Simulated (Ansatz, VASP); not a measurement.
**Cross-check of BiSb (honeycomb SbBi, 1 layer) between VASP and Ansatz**

Aim: how closely do two programs agree when they are given the same cell, functional and k mesh? The structure shown is the start of the Ansatz relaxation below; VASP solves that cell, so the two are compared at the walk's first step.

Calculated with Ansatz 0.2.0; plane waves, with VASP 6.6.1 beside it; single point at PBE.

### 1. The structure

The cell holds 2 atoms: 1 Bi and 1 Sb. Cell: a = 4.240 Å, b = 4.240 Å, c = 16.690 Å, α = 90.0°, β = 90.0°, γ = 120.0°. Vacuum lies along c.

### 2. Ansatz: relaxation, PBE

Ansatz runs on its default PAW (the set named soft_2) files.

The two programs are compared at the cell with which this relaxation starts, whose forces are those of its first step.

File input.yaml:

```yaml
crystal:
  lattice:
    - [4.24, 0.0, 0.0]
    - [-2.12, 3.671947712, 0.0]
    - [0.0, 0.0, 16.69]
  atoms:
    - { symbol: Bi, position: [0.6666666667, 0.3333333333, 0.4493708808] }
    - { symbol: Sb, position: [0.3333333333, 0.6666666667, 0.5506291192] }
kpoints:
  mp_grid: { grid: [6, 6, 1] }
hamiltonian:
  xc: pbe
scf:
  occupations: { method: fermi_dirac, width: 0.05 }
  convergence: { dr2_threshold: 1.0e-08 }
efield:
  axis: 3
  dipole_correction: true
  ramp_position: 0.97
  ramp_width: 0.04
relax:
  f_tol: 0.01
  cell: { fix: [c, alpha, beta] }
output:
  write_potential: true
  write_density: true
  volumetric_format: npy
```

Run with:

```sh
$ ansatz run input.yaml --threads 2 --pin off --max-ram 4096MiB --backend cpu --events-out ev --progress --plain --runs-dir out
```

Numbers of over 12 decimals in the logs are rounded to 6 here.

Output:

```text
Warning: relax.cell: scf.convergence.dr2_threshold = 1e-8 eV is looser than the 2e-10 eV advised for a relaxation that steers and ends on the stress (1e-10 eV for each atom of the cell: 2). What an SCF threshold leaves in a stress goes as its square root, and in the free energy as the threshold itself, and one threshold admits the most on a small cell: [figures from the program's tests cut] Set scf.convergence.dr2_threshold to 2e-10 eV or tighter. The threshold is an SCF's pass mark: one that does not reach it within its budget of iterations ends unconverged, or closes short of it on a stop that the run arms, and scf.convergence.dr2_threshold's page says what that costs each kind of run
Engine: ansatz 0.2.0, x86_64-unknown-linux-gnu
Pseudopotentials: kind: paw
Pseudopotential: Bi, paw, valence charge 15, recommended cutoff 420 eV (normal), Bi.paw.azcp
Pseudopotential: Sb, paw, valence charge 15, recommended cutoff 420 eV (normal), Sb.paw.azcp
Functional definition: PBE
  parameter kappa = 0.804
  parameter beta = 0.066725
  exchange = pbe_x(kappa = kappa, mu = beta*pi^2/3)
  correlation = pbe_c(beta = beta)
Crystal: 2 atoms, lattice volume = 259.848 Å³
Basis set: ecut = 420 eV, 5065 PW (Γ), exchange–correlation on 60×60×240 points (8 copies of the dense FFT grid, shifted against one another)
Bands: 19, of which v1, the nominal top of the filled ones, is band 15 counted from 1 (14 counted from 0)
Symmetry: 6 space group operations
Space group: P3m1 (ITA 156), of the structure as read, at distance tolerance 6.4e-5 Å
k-points: 7 of 36 (time reversal used)
Non-local potential: Bi, projectors of the file, l = 0: 2, l = 1: 2, l = 2: 2, l = 3: 2
Non-local potential: Sb, projectors of the file, l = 0: 2, l = 1: 2, l = 2: 2, l = 3: 2
PAW form: soft (Blöchl's): semilocal exchange-correlation on the pseudo side does not see the compensation charge
PAW one-centre angular grid: Bi, 590 points (default); XC on 64 Gauss nodes
PAW one-centre angular grid: Sb, 590 points (default); XC on 64 Gauss nodes
Initial density: superposition of atomic densities (neutral atoms: chi_scale 0, normalization atom), corrected by the library's trained network
Initial wavefunctions: pseudopotential atomic-orbital guess
Functional: x = pbe(κ = 0.804, μ = 0.219515), c = pbe(β = 0.066725)
SCF iter   1: F=—  HF=-18880.814515 eV  |F-HF|=—  |Δ(HF+E_count)|=         —  Δρ=9.19e-4  dr2=1.78e-2  ethr=1.77e-3  p=-0.020 e·Å  D=-1.38e-2 V/Å  ΔV_dip=0.23 eV  dr2_dipole=7.19e-3  V_vac-E_F(+/−)=4.16/3.93 eV  ⟨swp⟩=7.0  Hψ=780  notcnv=0
efield: sawtooth ramp at fractional position 0.9700 (set: `efield.ramp_position`, or a place that a band, a saddle search or an elastic batch's reference lends), width 0.0400; the density the first Hamiltonian is built on has a dipole p = -0.020 e·Å; the dipole correction subtracts the counter field D = -1.38e-2 V/Å, which shifts the + side's vacuum level by +0.23 eV against the − side's; the planar-averaged density in the ramp window peaks in size at 4.3e-5 e/Å³
preconditioner: auto → Resta (q_TF=auto, 1.904 Å⁻¹)  ε∞=1.8  [insulator: Δε(μ)=1.001 eV  Ē_g=7.921 eV  σ=0.050 eV  W_gap=1.00  n_scr=40 (ndim 8)  ℏωp=7.3 eV  f_vac=0.660  D(μ)=0.00/eV (n_scr^D=0)  ε∞_Penn≈1.8  vacuum switching on, ρ_ref=4.6e-3 e/Å³]
SCF iter   2: F=—  HF=-18880.820214 eV  |F-HF|=—  |Δ(HF+E_count)|=   5.70e-3  Δρ=1.60e-3  dr2=5.80e-2  ethr=5.93e-5  p=-0.061 e·Å  D=-4.27e-2 V/Å  ΔV_dip=0.71 eV  dr2_dipole=1.39e-2  V_vac-E_F(+/−)=4.36/3.65 eV  ⟨swp⟩=3.9  Hψ=336  notcnv=0
SCF iter   3: F=—  HF=-18880.813452 eV  |F-HF|=—  |Δ(HF+E_count)|=   6.76e-3  Δρ=3.64e-4  dr2=1.19e-3  ethr=5.93e-5  p=-0.040 e·Å  D=-2.77e-2 V/Å  ΔV_dip=0.46 eV  dr2_dipole=4.16e-4  V_vac-E_F(+/−)=4.23/3.76 eV  ⟨swp⟩=2.9  Hψ=183  notcnv=0
SCF iter   4: F=—  HF=-18880.813909 eV  |F-HF|=—  |Δ(HF+E_count)|=   4.58e-4  Δρ=1.45e-4  dr2=6.14e-5  ethr=3.96e-6  p=-0.049 e·Å  D=-3.38e-2 V/Å  ΔV_dip=0.56 eV  dr2_dipole=2.80e-6  V_vac-E_F(+/−)=4.24/3.68 eV  ⟨swp⟩=3.0  Hψ=248  notcnv=0
SCF iter   5: F=—  HF=-18880.813910 eV  |F-HF|=—  |Δ(HF+E_count)|=   8.76e-7  Δρ=5.08e-5  dr2=8.47e-6  ethr=2.05e-7  p=-0.049 e·Å  D=-3.43e-2 V/Å  ΔV_dip=0.57 eV  dr2_dipole=4.04e-9  V_vac-E_F(+/−)=4.25/3.67 eV  ⟨swp⟩=2.0  Hψ=245  notcnv=0
SCF iter   6: F=—  HF=-18880.813810 eV  |F-HF|=—  |Δ(HF+E_count)|=   1.00e-4  Δρ=1.19e-5  dr2=5.48e-7  ethr=2.82e-8  p=-0.049 e·Å  D=-3.44e-2 V/Å  ΔV_dip=0.57 eV  dr2_dipole=3.33e-8  V_vac-E_F(+/−)=4.25/3.67 eV  ⟨swp⟩=2.0  Hψ=239  notcnv=0
[...]
SCF iter   5: F=—  HF=-18880.814709 eV  |F-HF|=—  |Δ(HF+E_count)|=   1.09e-5  Δρ=8.54e-6  dr2=1.95e-7  ethr=4.50e-8  p=-0.050 e·Å  D=-3.46e-2 V/Å  ΔV_dip=0.58 eV  dr2_dipole=1.65e-9  V_vac-E_F(+/−)=4.30/3.72 eV  ⟨swp⟩=1.6  Hψ=137  notcnv=0
SCF iter   6: F=—  HF=-18880.814608 eV  |F-HF|=—  |Δ(HF+E_count)|=   1.01e-4  Δρ=2.05e-6  dr2=1.35e-8  ethr=6.51e-10  p=-0.050 e·Å  D=-3.46e-2 V/Å  ΔV_dip=0.58 eV  dr2_dipole=1.63e-9  V_vac-E_F(+/−)=4.30/3.72 eV  ⟨swp⟩=3.0  Hψ=253  notcnv=0
SCF iter   7: F=-18880.814608 eV  HF=-18880.814608 eV  |F-HF|=2.76e-10  |Δ(HF+E_count)|=   5.02e-9  Δρ=3.07e-7  dr2=3.45e-10  ethr=3.33e-11  p=-0.050 e·Å  D=-3.46e-2 V/Å  ΔV_dip=0.58 eV  dr2_dipole=1.43e-12  V_vac-E_F(+/−)=4.30/3.72 eV  ⟨swp⟩=8.9  Hψ=823  notcnv=0
SCF 3 converged in 7 iterations: F = -18880.814608 eV  dr2 = 3.45e-10
relax step   3: F+E_penalty+E_count = -18880.81460829 eV  Δ(F+E_penalty+E_count) = -7.980e-4 eV  max|allowed force component| = 1.777e-3 eV/Å  Δτ_max = 0.0079 Å  P = +0.009 GPa  Ω = 260.592 Å³  energy of the carried Pulay correction = -3.549e-5 eV  fix = [c, alpha, beta]  reactions: c +0.002 GPa  (7 SCF iters, accepted)
Initial wavefunctions: pseudopotential atomic-orbital guess (no wavefunctions were taken with the density)
iter 1 solved again at ethr=4.75e-7 eV; its pass at ethr=3.10e-3 eV (dr2=1.42e-4 eV) is discarded
SCF iter   1: F=—  HF=-18880.814654 eV  |F-HF|=—  |Δ(HF+E_count)|=         —  Δρ=1.06e-5  dr2=1.31e-8  ethr=4.75e-7  p=-0.050 e·Å  D=-3.46e-2 V/Å  ΔV_dip=0.58 eV  dr2_dipole=1.13e-12  V_vac-E_F(+/−)=4.30/3.72 eV  ⟨swp⟩=3.3  Hψ=1150  notcnv=0
efield: sawtooth ramp at fractional position 0.9700 (set: `efield.ramp_position`, or a place that a band, a saddle search or an elastic batch's reference lends), width 0.0400; the density the first Hamiltonian is built on has a dipole p = -0.050 e·Å; the dipole correction subtracts the counter field D = -3.46e-2 V/Å, which shifts the + side's vacuum level by +0.58 eV against the − side's; the planar-averaged density in the ramp window peaks in size at 2.2e-6 e/Å³
eigensolver tolerance schedule: the retry pair's looser diagonalisation over-reported the residual by 10884.42 of it (diagonalisation noise at an unbounded share of the residual, at the tolerance the schedule requests for it); recorded, not acted on — ethr = c·dr2/N_el stays at c = 1.0e-1
preconditioner: auto → Resta (q_TF=auto, 1.903 Å⁻¹)  ε∞=1.8  [insulator: Δε(μ)=0.975 eV  Ē_g=7.923 eV  σ=0.050 eV  W_gap=1.00  n_scr=40 (ndim 8)  ℏωp=7.3 eV  f_vac=0.659  D(μ)=0.00/eV (n_scr^D=0)  ε∞_Penn≈1.8  vacuum switching on, ρ_ref=4.6e-3 e/Å³]
SCF iter   2: F=—  HF=-18880.814605 eV  |F-HF|=—  |Δ(HF+E_count)|=   4.85e-5  Δρ=5.38e-6  dr2=5.40e-9  ethr=3.33e-11  p=-0.050 e·Å  D=-3.46e-2 V/Å  ΔV_dip=0.58 eV  dr2_dipole=1.96e-10  V_vac-E_F(+/−)=4.30/3.72 eV  ⟨swp⟩=11.0  Hψ=1265  notcnv=0
SCF iter   3: F=-18880.814641 eV  HF=-18880.814624 eV  |F-HF|=1.71e-5  |Δ(HF+E_count)|=   1.86e-5  Δρ=3.31e-6  dr2=3.19e-9  ethr=1.80e-11  p=-0.050 e·Å  D=-3.46e-2 V/Å  ΔV_dip=0.58 eV  dr2_dipole=6.60e-10  V_vac-E_F(+/−)=4.30/3.72 eV  ⟨swp⟩=8.4  Hψ=941  notcnv=0
SCF 4 converged in 3 iterations: F = -18880.814641 eV  dr2 = 3.19e-9
relax step   4: F+E_penalty+E_count = -18880.81464087 eV  Δ(F+E_penalty+E_count) = -3.258e-5 eV  max|allowed force component| = 1.762e-3 eV/Å  Δτ_max = 0.0000 Å  P = +0.009 GPa  Ω = 260.592 Å³  fix = [c, alpha, beta]  reactions: c +0.002 GPa  stress off target by 1.20e-2 GPa on what of the cell is left free  SCF on the basis re-selected at this cell (its energy is not comparable with the rows above)  (3 SCF iters)
basis re-selected at this cell: Δ(F+E_penalty+E_count) = -3.258e-5 eV, ΔP = -0.000 GPa vs the last step (what re-selecting the basis moved, of the pressure what is left beyond the Pulay correction that the steps carried, after the strain that the cell walked since its last selection, with what the two solves' SCF thresholds leave and, on support functions, any second-order correction that the steps lacked; it is no m [...]
WARN: The output density's exchange-correlation potential varies sharply where the density is thin. Do not read a vacuum level from v_tot or v_xc, or from such a field of the output density. On a cell that repeats whose density bears no net charge and no dipole along the vacuum's axis use v_es (v_loc + v_h of the components); under efield.dipole_correction with no amplitude use v_es + v_field, which holds any externa [...]
SCF converged after 3 iterations
Free energy (F): -18880.814641 eV
Harris-Foulkes:  -18880.814624 eV  (|F-HF|=1.71e-5)
Internal energy: -18880.814636 eV  (E = F + TS)
E sigma→0 (E₀):  -18880.814638 eV
Entropy (-TS):   -0.000005 eV (-0.003 meV/atom)
Fermi energy:    -0.502842 eV
Dipole field:    D = -0.034550 V/Å  (p = -0.049756 e·Å, saw-weighted, corrected)
Work function:   Φ+ = 4.3003 eV   Φ− = 3.7237 eV
Levels:          The Fermi level and band energies are counted from a zero that moves with the ramp; work functions are not
--- Per-component energies (eV) ---
  E_band       = -584.941751
  E_kinetic    = 508.250359
  E_local      = -12486.994645  (includes V_loc(G=0)·N_el)
  E_nonlocal   = 921.285663
  E_hartree    = 5745.629141
  E_xc         = -288.326525
  E_vxc        = -238.526932  (∫ρ·V_xc dr)
  E_paw        = -15238.523991  (= ΣΔE_a)
  E_vpaw       = -780.388862  (= ΣTr[D̂ρ^β])
  E_aug_tail   = -0.000437  (compensation charges beyond the density's cutoff)
  E_efield     = 0.000860  (sawtooth field / dipole correction)
  E_vefield    = 0.174712  (∫n·V_field dr)
  E_ewald      = 1957.864940
  E_smearing   = -0.000005  (= −TS)
  E_closure    = -0.000000  (closes the sum)
  Σ components = -18880.814641   (vs F -18880.814641, Δ=0.00e0)
--- Forces (eV/Å), atoms counted from 1 ---
  atom   1  Bi     0.00000000    -0.00000000    -0.00176426
  atom   2  Sb     0.00000000     0.00000000     0.00176035
  max |Σ_I F_I| component: 3.91e-6 eV/Å
--- Stress (GPa, compression-positive) ---
        0.011994      -0.000000       0.000000
       -0.000000       0.011994      -0.000000
        0.000000      -0.000000       0.001725
  P = ⅓ Tr σ = 0.0086 GPa (0.086 kbar)
--- Band table (eV; the first three rows and the last of 7) ---
  k-point 0: bands = [... 11 lower, -8.1421, -1.6230, -1.0050, -1.0050, -0.0297, 1.6806, 1.6806, 2.8953]
  k-point 1: bands = [... 11 lower, -8.2133, -2.7070, -1.5677, -1.5101, 0.5038, 1.8327, 2.1051, 3.2444]
  k-point 2: bands = [... 11 lower, -8.6704, -3.8613, -2.1959, -1.9687, 0.1660, 1.9153, 2.3943, 3.9104]
  k-point 6: bands = [... 11 lower, -9.3878, -4.2677, -2.9168, -2.7752, 0.5149, 2.3147, 2.3405, 5.3441]
--- Relaxed structure (3 steps of the walk, 2 accepted, 1 SCFs on fresh bases) ---
  F+E_penalty+E_count = -18880.81464087 eV   max|allowed force component| = 1.762e-3 eV/Å   (the final SCF, on the basis selected at the relaxed cell)
  cell:  # Å, volume = 260.5918 Å³
    - [4.246067, 0, 0]
    - [-2.123034, 3.677202, 0]
    - [0, 0, 16.69]
  atoms:
    - { symbol: Bi, position: [0.666667, 0.333333, 0.449844] }
    - { symbol: Sb, position: [0.333333, 0.666667, 0.550156] }
```

[end of part 1 of 2]

[Lines on the potential files, build, host, timing and source positions are cut from VASP's logs without a mark.]

[Logs are printed without paths, hosts, clocks, repeated set-up lines and the standing remarks that a program may print on its own settings, such as how far it seeks lower states.]

[Hosts, paths, dates, database ids (printed as entryN), source tags and the programs' standing remarks are cut or masked in the printed files.]
